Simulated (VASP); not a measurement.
Input of a VASP 6.6.1 run:

The input INCAR:

```
SYSTEM = Ti
ALGO = Fast
EDIFF = 1E-7
ENCUT = 520
GGA = CA
ISIF = 2
ISMEAR = -1
LASPH = .True.
LCHARG = .False.
LREAL = .False.
LWAVE = .False.
NBANDS = 12
NELM = 100
PREC = Accurate
SIGMA = 0.1
```

File KPOINTS:

```
k-points
0
Gamma
  12 12 12
  0 0 0
```

Contents of POSCAR:

```
Ti
1.0
    2.5563128606      0.0000000000      0.0000000000
    0.0000000000      2.5563128606      0.0000000000
    0.0000000000      0.0000000000      2.5563128606
Ti
1
Direct
    0.0000000000      0.0000000000      0.0000000000
```

Potentials or basis: VASP PAW LDA potentials, release 64 (Ti_sv).

Launch:

```console
$ cat potpaw_LDA.64/Ti_sv/POTCAR > POTCAR
$ mpirun -np 1 vasp_std > vasp.out
```

Question: What does it give for the band gap on the k mesh?

Answer: None (metal or under the smearing width).

Question: Estimate the pressure.

Answer: 0.0 GPa.
